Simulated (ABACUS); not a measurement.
CaF2 (Fluorite) in ABACUS: the effect of basis

The system is CaF2 (Fluorite).

```
Ca F
1.0
     0.00000    2.73100    2.73100
     2.73100    0.00000    2.73100
     2.73100    2.73100    0.00000
Ca F
1 2
Direct
  0.00000 0.00000 0.00000
  0.75000 0.75000 0.75000
  0.25000 0.25000 0.25000
```

Alike in all runs:

- Program: ABACUS 3.10.1
- Task: single point
- Functional: PBE
- Potentials or basis: PseudoDojo NC SR 0.4.1 PBE standard
- k mesh: 6 × 6 × 6
- Occupations: fermi-dirac, width 0.05 eV
- Spin: no spin polarisation

```csv
basis,cutoff,gap on the mesh (eV),pressure (GPa)
DZP,1361 eV,?,?
TZDP,1361 eV,7.38,2.1
pw,1143 eV,7.33,1.9
```

Question: What does the run with basis DZP give?

Answer: gap on the mesh 7.31 eV; pressure 2.7 GPa.

Caveats: the atomic orbitals were generated for these runs and aren't a published set (some runs); the basis of atomic orbitals isn't converged, which shifts pressures, moduli and gaps (some runs).

A k mesh can miss the band edges.
